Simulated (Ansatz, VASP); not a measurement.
# CdSe (Cadmoselite): VASP beside Ansatz, part 2 of 2

One calculation is typed for both programs; each brings its own data sets and cutoff. How far apart do they land? The cell is taken from a series of VASP runs on this material, whose earlier steps may have relaxed, scaled or displaced it; both programs get it as it stands.

VASP 6.6.1 and Ansatz 0.2.0.

So far. Step 2 (VASP: band structure, PBE with D3(BJ)): Spin-orbit coupling is off here; it would split degenerate levels, and it lifts a valence top of Se p states by about 0.1 eV. Step 4 (Differences): Among the levels compared at these points, filled levels agree within 9 meV and empty ones within 14 meV. Ansatz's pressure holds a Pulay correction of 0.03 GPa; VASP's holds none.

## Step 5: VASP: single point, PBE with D3(BJ)

Level of this step: PBE with D3(BJ); plane waves and PAW (Cd, Se) (VASP).

A single point gives forces, pressure and levels at one fixed geometry, so differences don't come from the geometry; what else differs is listed under the comparison.

File INCAR:

```
SYSTEM = CdSe
PREC = Accurate
ENCUT = 400
EDIFF = 1E-06
NELM = 100
ISMEAR = -5
SIGMA = 0.05
LREAL = .FALSE.
ALGO = Normal
GGA = PE
IVDW = 12
NBANDS = 32
LORBIT = 11
LWAVE = .FALSE.
LCHARG = .FALSE.
KPAR = 4
NEDOS = 2001
```

File POSCAR:

```
CdSe
1.0
    4.3200884141      0.0000000000      0.0000000000
   -2.1600442071      3.7413063133      0.0000000000
    0.0000000000      0.0000000000      7.0588829386
Cd Se
2 2
Direct
    0.3333333333      0.6666666667      0.0007183513
    0.6666666667      0.3333333333      0.5007183513
    0.3333333333      0.6666666667      0.3760716487
    0.6666666667      0.3333333333      0.8760716487
```

File KPOINTS:

```
Automatic mesh
0
Gamma
9 9 5
0 0 0
```

Potentials, in the order of the species: Cd and Se (PBE family, release 64).

The run is started by

```sh
$ mpirun -np 4 vasp_std
```

Numbers of over 12 decimals in the logs are rounded to 6 here.

The program printed:

```text
[... set-up lines as in an earlier step ...]
 entering main loop
       N       E                     dE             d eps       ncg     rms          rms(c)
DAV:   1     0.205603699909E+03    0.20560E+03   -0.14367E+04  2344   0.819E+02
DAV:   2    -0.184083919572E+01   -0.20744E+03   -0.19949E+03  2616   0.242E+02
DAV:   3    -0.116503256103E+02   -0.98095E+01   -0.97617E+01  2800   0.535E+01
DAV:   4    -0.117059654166E+02   -0.55640E-01   -0.55634E-01  2448   0.398E+00
[...]
DAV:  12    -0.109486740041E+02   -0.23520E-05   -0.45448E-06  2848   0.165E-02    0.781E-03
DAV:  13    -0.109486758588E+02   -0.18548E-05   -0.44718E-06  2248   0.111E-02    0.257E-03
DAV:  14    -0.109486759606E+02   -0.10179E-06   -0.96076E-08  2008   0.152E-03
   1 F= -.12203339E+02 E0= -.12203339E+02  d E =0.000000E+00
```

From OUTCAR (step 5):

```text
 Edisp (eV)   -1.25466

  Total      -0.00998    -0.00998     0.00402     0.00000     0.00000     0.00000
  in kB      -0.14016    -0.14016     0.05638     0.00000     0.00000     0.00000
  external pressure =       -0.07 kB  Pullay stress =        0.00 kB

 POSITION                                       TOTAL-FORCE (eV/Angst)
 -----------------------------------------------------------------------------------
     -0.00000      2.49420      0.00507         0.000000     -0.000000      0.001673
      2.16004      1.24710      3.53451        -0.000000      0.000000      0.001673
     -0.00000      2.49420      2.65465         0.000000      0.000000     -0.001673
      2.16004      1.24710      6.18409         0.000000     -0.000000     -0.001673
 -----------------------------------------------------------------------------------
    total drift:                               -0.000000      0.000000     -0.000865

  FREE ENERGIE OF THE ION-ELECTRON SYSTEM (eV)
  ---------------------------------------------------
  free  energy   TOTEN  =       -12.2033389525 eV

  energy  without entropy=      -12.2033389525  energy(sigma->0) =      -12.20333895

[... 1 part as in an earlier step ...]

[... 2 further parts left out ...]
[key lines of the parts left out:]
E-fermi :   0.8403
```

The run ends at a pressure of -0.01 GPa, with forces up to 0.0017 eV/Å.

## Step 6: Ansatz: single point, PBE with D3(BJ)

The same cell, functional, mesh and smearing now go to Ansatz, which takes its cutoff from its data sets.

The cell is taken from a series of VASP runs on this material, whose earlier steps may have relaxed, scaled or displaced it; both programs get it as it stands.

File input.yaml:

```yaml
crystal:
  lattice:
    - [4.3200884141, 0.0, 0.0]
    - [-2.1600442071, 3.7413063133, 0.0]
    - [0.0, 0.0, 7.0588829386]
  atoms:
    - { symbol: Cd, position: [0.3333333333, 0.6666666667, 0.0007183513] }
    - { symbol: Cd, position: [0.6666666667, 0.3333333333, 0.5007183513] }
    - { symbol: Se, position: [0.3333333333, 0.6666666667, 0.3760716487] }
    - { symbol: Se, position: [0.6666666667, 0.3333333333, 0.8760716487] }
hamiltonian:
  xc: pbe
  pseudopotentials: { kind: paw }
  dispersion: d3bj
kpoints:
  mp_grid: { grid: [9, 9, 5] }
scf:
  occupations: { method: tetrahedron }
output:
  forces: true
  stress: true
```

The run is started by

```sh
$ ansatz run input.yaml --threads 2 --pin off --max-ram 4608MiB --backend cpu --events-out ev --progress --plain --runs-dir out
```

The program printed:

```text
Warning: output.forces, output.stress, relax.cell or npt_langevin: where a Kohn–Sham band that disperses or a degenerate level is filled in part under the method tetrahedron, the forces or the stress that this run publishes need not agree with its energy (scf.occupations.method in the input reference, under Limitations); prefer a smearing scheme for the forces or the stress
[...]
k-point 0: bands = [... 32 lower, 6.5408, 7.2293, 7.2827, 7.2827, 7.9162, 9.4856, 13.1568, 13.1568, ... 4 higher]
  k-point 1: bands = [... 32 lower, 6.6062, 6.6062, 7.2057, 7.2057, 8.7331, 9.5453, 13.1037, 13.2125, ... 4 higher]
  k-point 2: bands = [... 32 lower, 6.7824, 6.7824, 7.0108, 7.0108, 9.4840, 9.6510, 12.9011, 13.4017, ... 4 higher]
  k-point 35: bands = [... 32 lower, 4.7117, 5.1145, 6.1084, 6.1084, 11.1153, 11.1153, 12.6135, 13.5276, ... 4 higher]
[key lines of the parts left out:]
SCF converged after 7 iterations
Free energy (F): -27450.813236 eV
Fermi energy:    7.282736 eV
P = ⅓ Tr σ = 0.0653 GPa (0.653 kbar)
```

Wall time 15 s (2 threads of Arm Neoverse N1, shared host); peak memory 0.41 GiB; 27 s of CPU time.

The run ends at a pressure of 0.07 GPa, with forces up to 8.6e-4 eV/Å.

## Step 7: Differences

Both answers:

```tsv
quantity	Ansatz	VASP	difference
pressure (GPa)	0.07	-0.01	+0.07
gap on the k mesh (eV)	0.633	0.631	+0.003
```

A gap on the mesh is an upper bound, since the band edges may lie between its points. Ansatz's pressure holds a Pulay correction of 0.03 GPa; VASP's holds none.

## Step 8: Ansatz: band structure, PBE with D3(BJ), spin-orbit coupling

Levels along a path test the potential and the projectors away from the mesh points.

The cell is taken from a series of VASP runs on this material, whose earlier steps may have relaxed, scaled or displaced it; both programs get it as it stands.

File input.yaml:

```yaml
crystal:
  lattice:
    - [4.3200884141, 0.0, 0.0]
    - [-2.1600442071, 3.7413063133, 0.0]
    - [0.0, 0.0, 7.0588829386]
  atoms:
    - { symbol: Cd, position: [0.3333333333, 0.6666666667, 0.0007183513] }
    - { symbol: Cd, position: [0.6666666667, 0.3333333333, 0.5007183513] }
    - { symbol: Se, position: [0.3333333333, 0.6666666667, 0.3760716487] }
    - { symbol: Se, position: [0.6666666667, 0.3333333333, 0.8760716487] }
hamiltonian:
  xc: pbe
  pseudopotentials: { kind: paw_fr }
  dispersion: d3bj
magnetization:
  noncollinear: true
  spin_orbit: true
kpoints:
  mp_grid: { grid: [5, 5, 3] }
  band_path:
    path:
      - [0.0, 0.0, 0.0]
      - [0.13333, 0.0, 0.0]
      - [0.3, 0.0, 0.0]
      - [0.46667, 0.0, 0.0]
      - [0.46667, 0.06667, 0.0]
      - [0.41111, 0.17778, 0.0]
      - [0.35556, 0.28889, 0.0]
      - [0.28889, 0.28889, 0.0]
      - [0.17778, 0.17778, 0.0]
      - [0.06667, 0.06667, 0.0]
      - [0.0, 0.0, 0.03333]
      - [0.0, 0.0, 0.2]
      - [0.0, 0.0, 0.36667]
      - [0.0, 0.0, 0.5]
      - [0.16667, 0.0, 0.5]
      - [0.3, 0.0, 0.5]
      - [0.46667, 0.0, 0.5]
      - [0.46667, 0.06667, 0.5]
      - [0.41111, 0.17778, 0.5]
      - [0.35556, 0.28889, 0.5]
      - [0.28889, 0.28889, 0.5]
      - [0.17778, 0.17778, 0.5]
      - [0.06667, 0.06667, 0.5]
      - [0.5, 0.0, 0.46667]
      - [0.5, 0.0, 0.3]
      - [0.5, 0.0, 0.13333]
      - [0.33333, 0.33333, 0.0]
      - [0.33333, 0.33333, 0.16667]
      - [0.33333, 0.33333, 0.33333]
      - [0.33333, 0.33333, 0.5]
    npoints: 1
scf:
  occupations: { method: gaussian, width: 0.05 }
  n_extra_bands: 16
output:
  forces: true
  stress: true
  eigenvalues: true
```

The program printed:

```text
[...]
non-collinear run that drives no moment, with spin-orbit: no starting moment large enough to seed its density (crystal.atoms[].spin), no starting occupations that ask for one, no magnetisation constraint and no magnetic field, so the semilocal B_xc is pinned to zero
Crystal: 4 atoms, lattice volume = 114.091 Å³
[...]
k-point 0: bands = [... 68 lower, 7.3758, 7.3758, 7.4088, 7.4088, 7.9212, 7.9212, 9.4864, 9.4864, ... 12 higher]
  k-point 1: bands = [... 68 lower, 6.9716, 6.9716, 7.2094, 7.2094, 9.2996, 9.2996, 9.6239, 9.6239, ... 12 higher]
  k-point 2: bands = [... 68 lower, 6.8645, 6.8757, 7.0928, 7.1167, 9.4949, 9.5010, 10.5931, 10.6363, ... 12 higher]
  k-point 9: bands = [... 68 lower, 5.7583, 5.7893, 6.1918, 6.2019, 10.7369, 10.7585, 11.3251, 11.3600, ... 12 higher]
[key lines of the parts left out:]
SCF converged after 9 iterations
Magnetization: |M| = 0.0000 μB,  M = (+0.0000, +0.0000, +0.0000) μB
Free energy (F): -27456.504814 eV
Fermi energy:    7.665030 eV
P = ⅓ Tr σ = 0.0523 GPa (0.523 kbar)
```

Run time: 74 s. Hardware: 2 threads; peak memory 0.77 GiB.

## Step 9: VASP: band structure, PBE with D3(BJ), spin-orbit coupling

The same cell, functional, mesh and smearing now go to VASP, with its own data sets and cutoff.

File INCAR:

```
SYSTEM = CdSe
PREC = Accurate
ENCUT = 400
EDIFF = 1E-06
NELM = 100
ISMEAR = 0
SIGMA = 0.05
LREAL = .FALSE.
ALGO = Normal
GGA = PE
IVDW = 12
LNONCOLLINEAR = .TRUE.
MAGMOM = 0 0 0 0 0 0 0 0 0 0 0 0
NBANDS = 48
GGA_COMPAT = .FALSE.
LASPH = .TRUE.
LSORBIT = .TRUE.
LORBIT = 11
LWAVE = .FALSE.
LCHARG = .FALSE.
KPAR = 4
```

POSCAR is that of step 5.

File KPOINTS:

```
Automatic mesh
0
Gamma
5 5 3
0 0 0
```

File KPOINTS_OPT:

```
Line mode
16
Line-mode
Reciprocal
  0.00000000   0.00000000   0.00000000 GAMMA
  0.50000000   0.00000000   0.00000000 M

  0.50000000   0.00000000   0.00000000 M
  0.33333333   0.33333333   0.00000000 K

  0.33333333   0.33333333   0.00000000 K
  0.00000000   0.00000000   0.00000000 GAMMA

  0.00000000   0.00000000   0.00000000 GAMMA
  0.00000000   0.00000000   0.50000000 A

  0.00000000   0.00000000   0.50000000 A
  0.50000000   0.00000000   0.50000000 L

  0.50000000   0.00000000   0.50000000 L
  0.33333333   0.33333333   0.50000000 H

  0.33333333   0.33333333   0.50000000 H
  0.00000000   0.00000000   0.50000000 A

  0.50000000   0.00000000   0.50000000 L
  0.50000000   0.00000000   0.00000000 M

  0.33333333   0.33333333   0.00000000 K
  0.33333333   0.33333333   0.50000000 H
```

The run is started by

```sh
$ mpirun -np 4 vasp_ncl
```

The program printed:

```text
[... set-up lines as in an earlier step ...]
 entering main loop
       N       E                     dE             d eps       ncg     rms          rms(c)
DAV:   1     0.218705801870E+03    0.21871E+03   -0.14798E+04  1456   0.110E+03
DAV:   2     0.114942617862E+01   -0.21756E+03   -0.21148E+03  1632   0.307E+02
DAV:   3    -0.116702154535E+02   -0.12820E+02   -0.12750E+02  1736   0.737E+01
DAV:   4    -0.117931694287E+02   -0.12295E+00   -0.12286E+00  1600   0.686E+00
[...]
DAV:  12    -0.110309805348E+02   -0.12997E-04   -0.81358E-05  1616   0.680E-02    0.132E-02
DAV:  13    -0.110309746663E+02    0.58685E-05   -0.17842E-05  1576   0.312E-02    0.568E-03
DAV:  14    -0.110309754378E+02   -0.77149E-06   -0.46983E-06  1520   0.135E-02
   1 F= -.12285638E+02 E0= -.12285638E+02  d E =-.712090E-13  mag=    -0.0000     0.0000     0.0000
 Start KPOINTS_OPT (optional k-point list driver)
k-point batch [1-15\144]
       N       E                     dE             ncg
DAV:   1     0.552873234816E+03   -0.45646E+04     1448
DAV:   2    -0.268738690167E+04   -0.32403E+04     1624
DAV:   3    -0.287007283015E+04   -0.18269E+03     1728
DAV:   4    -0.287189808896E+04   -0.18253E+01     1648
DAV:   5    -0.287191849826E+04   -0.20409E-01     1688
DAV:   6    -0.287191893411E+04   -0.43585E-03     1648
DAV:   7    -0.287191894670E+04   -0.12591E-04     1456
DAV:   8    -0.287191894712E+04   -0.42073E-06     1104
[...]
k-point batch [136-144\144]
       N       E                     dE             ncg
DAV:   1     0.602884879933E+04   -0.87548E+04      880
DAV:   2     0.415996314249E+04   -0.18689E+04      944
DAV:   3     0.405751956275E+04   -0.10244E+03     1048
DAV:   4     0.405658332381E+04   -0.93624E+00      888
DAV:   5     0.405657681716E+04   -0.65066E-02      960
DAV:   6     0.405657673812E+04   -0.79041E-04      928
DAV:   7     0.405657673679E+04   -0.13308E-05      824
DAV:   8     0.405657673676E+04   -0.32440E-07      616
```

OUTCAR, selected parts (step 9):

```text
 Edisp (eV)   -1.25466

  Total       0.00890     0.00890    -0.02536    -0.00000    -0.00000     0.00000
  in kB       0.12494     0.12494    -0.35613    -0.00000    -0.00000     0.00000
  external pressure =       -0.04 kB  Pullay stress =        0.00 kB

 POSITION                                       TOTAL-FORCE (eV/Angst)
 -----------------------------------------------------------------------------------
     -0.00000      2.49420      0.00507        -0.000000      0.000000      0.005723
      2.16004      1.24710      3.53451         0.000000     -0.000000      0.005723
     -0.00000      2.49420      2.65465        -0.000000      0.000000     -0.005723
      2.16004      1.24710      6.18409         0.000000      0.000000     -0.005723
 -----------------------------------------------------------------------------------
    total drift:                               -0.000000      0.000000     -0.000815

  FREE ENERGIE OF THE ION-ELECTRON SYSTEM (eV)
  ---------------------------------------------------
  free  energy   TOTEN  =       -12.2856384296 eV

  energy  without entropy=      -12.2856384296  energy(sigma->0) =      -12.28563843

 magnetization (x)
# of ion       s       p       d       tot
------------------------------------------
    1       -0.000   0.000  -0.000   0.000
    2       -0.000  -0.000   0.000  -0.000
    3       -0.000  -0.000   0.000  -0.000
    4        0.000   0.000   0.000   0.000
--------------------------------------------------
tot         -0.000   0.000   0.000  -0.000

 magnetization (y)
# of ion       s       p       d       tot
------------------------------------------
    1        0.000   0.000   0.000   0.000
    2        0.000   0.000   0.000   0.000
    3        0.000   0.000   0.000   0.000
    4        0.000   0.000   0.000   0.000
--------------------------------------------------
tot          0.000   0.000   0.000   0.000

 magnetization (z)
# of ion       s       p       d       tot
------------------------------------------
    1        0.000   0.000   0.000   0.000
    2        0.000   0.000   0.000   0.000
    3       -0.000   0.000   0.000   0.000
    4       -0.000   0.000   0.000   0.000
--------------------------------------------------
tot         -0.000   0.000   0.000   0.000

[... 1 part as in an earlier step ...]

[... 2 further parts left out ...]
[key lines of the parts left out:]
E-fermi :   1.2366
```

The run ends at a pressure of 0.00 GPa, with forces up to 0.0057 eV/Å.

## Step 10: Comparison

What differs besides the data sets and the points named for the pairs above, as far as they apply: spin-orbit coupling enters by fully relativistic files in Ansatz and inside the spheres in VASP; the data sets hold 72 valence electrons in Ansatz (fully relativistic PAW (standard-fr) files) and 36 in VASP. Total energies have different zeros and are not compared.

The two programs side by side:

```tsv
quantity	Ansatz	VASP	difference
pressure (GPa)	0.05	0.00	+0.06
gap over the path points (eV)	0.512	0.510	+0.002
```

Levels at points of the path, from each program's valence-band top (eV; 8 filled, then empty):

```tsv
k (reciprocal lattice)	Ansatz	VASP
0.000 0.000 0.000	-0.75 -0.75 -0.38 -0.38 -0.03 -0.03 0.00 0.00 0.51 0.51 2.08 2.08 5.53 5.53	-0.75 -0.75 -0.38 -0.38 -0.03 -0.03 0.00 0.00 0.51 0.51 2.07 2.07 5.53 5.53
0.133 0.000 0.000	-1.23 -1.22 -1.05 -1.05 -0.39 -0.37 -0.16 -0.14 1.54 1.55 2.76 2.79 5.22 5.22	-1.23 -1.23 -1.06 -1.05 -0.39 -0.37 -0.16 -0.14 1.55 1.55 2.76 2.79 5.22 5.22
0.300 0.000 0.000	-2.61 -2.53 -1.61 -1.60 -0.87 -0.86 -0.58 -0.56 2.69 2.69 3.34 3.38 4.95 5.00	-2.61 -2.53 -1.61 -1.60 -0.86 -0.86 -0.58 -0.56 2.69 2.69 3.34 3.37 4.96 5.01
0.467 0.000 0.000	-2.75 -2.73 -1.92 -1.92 -1.42 -1.42 -0.83 -0.83 3.04 3.04 3.23 3.24 4.66 4.66	-2.76 -2.73 -1.92 -1.92 -1.42 -1.42 -0.83 -0.83 3.04 3.04 3.22 3.23 4.65 4.66
0.467 0.067 0.000	-2.74 -2.70 -2.03 -2.00 -1.48 -1.45 -0.95 -0.94 3.18 3.20 3.40 3.40 4.60 4.62	-2.74 -2.70 -2.04 -2.00 -1.48 -1.46 -0.95 -0.94 3.18 3.20 3.39 3.40 4.59 4.61
0.411 0.178 0.000	-2.83 -2.72 -2.31 -2.22 -1.64 -1.58 -1.39 -1.34 3.79 3.84 4.19 4.23 4.39 4.41	-2.83 -2.73 -2.31 -2.22 -1.65 -1.58 -1.39 -1.34 3.79 3.85 4.19 4.23 4.38 4.40
0.356 0.289 0.000	-3.08 -3.05 -2.12 -2.08 -1.89 -1.84 -1.69 -1.67 4.14 4.15 4.36 4.49 4.66 4.72	-3.08 -3.06 -2.12 -2.08 -1.89 -1.84 -1.70 -1.68 4.13 4.14 4.37 4.50 4.67 4.72
0.289 0.289 0.000	-2.97 -2.93 -2.28 -2.25 -1.73 -1.72 -1.57 -1.57 4.20 4.21 4.22 4.30 4.68 4.75	-2.97 -2.94 -2.28 -2.25 -1.73 -1.72 -1.58 -1.57 4.20 4.21 4.21 4.30 4.68 4.75
0.178 0.178 0.000	-2.65 -2.57 -1.89 -1.88 -0.96 -0.96 -0.76 -0.73 3.00 3.01 4.02 4.10 4.98 5.04	-2.66 -2.57 -1.90 -1.88 -0.96 -0.96 -0.77 -0.74 3.00 3.02 4.03 4.10 4.98 5.04
0.067 0.067 0.000	-1.15 -1.15 -0.93 -0.92 -0.36 -0.34 -0.14 -0.12 1.39 1.40 2.64 2.66 5.30 5.31	-1.15 -1.15 -0.93 -0.92 -0.36 -0.34 -0.14 -0.12 1.39 1.40 2.63 2.66 5.30 5.30
```

Among the levels compared at these points, filled levels agree within 7 meV and empty ones within 12 meV. Ansatz's pressure holds a Pulay correction of 0.03 GPa; VASP's holds none.

## Step 11: Results

```
difference in gap over the path points (band structure, PBE with D3(BJ))                      : 0.0031 eV
difference in gap on the k mesh (single point, PBE with D3(BJ))                               : 0.0029 eV
difference in gap over the path points (band structure, PBE with D3(BJ), spin-orbit coupling) : 0.0025 eV
```

**Reading.** The difference in gap over the path points is 0.0031 eV (band structure, PBE with D3(BJ)), within the 0.08 eV picked in this series as the mark of a large difference. 1 further run of this series is not shown here. Such differences can come from data sets, numerical settings and the points named under the comparisons, not from the functional's error against experiment.

[Lines on the potential files, build, host, timing and source positions are cut from VASP's logs without a mark.]

[Logs are printed without paths, hosts, clocks, repeated set-up lines and the standing remarks that a program may print on its own settings, such as how far it seeks lower states.]

[Hosts, paths, dates, database ids (printed as entryN), source tags and the programs' standing remarks are cut or masked in the printed files.]
